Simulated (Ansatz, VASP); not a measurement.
One calculation of Cu, two programs

```
Cu
1.0
     0.00000    1.82557    1.80750
     1.82557    0.00000    1.80750
     1.82557    1.82557    0.00000
Cu
1
Direct
  0.00000 0.00000 0.00000
```

Change from the starting cell: equal xx and yy strain of +1 %.

Alike in both runs: task single point; functional PBE; k mesh 19 × 19 × 19; occupations fermi-dirac, width 0.08 eV; no spin polarisation.

```csv
,VASP,Ansatz
version,VASP 6.6.1,Ansatz 0.2.0
potentials or method,"VASP PAW PBE potentials, release 64 (Cu), cutoff 520 eV","all-electron LAPW, scalar-relativistic"
```

Ansatz gave:

```
pressure (GPa)                                  : -1.1
largest component of the traceless stress (GPa) : 0.26
```

Q: Which values does VASP return?

A: Pressure (GPa): -0.6; largest component of the traceless stress (GPa): 0.25.

Ansatz ran all-electron here, so the differences hold the error of VASP's frozen core and of both bases.
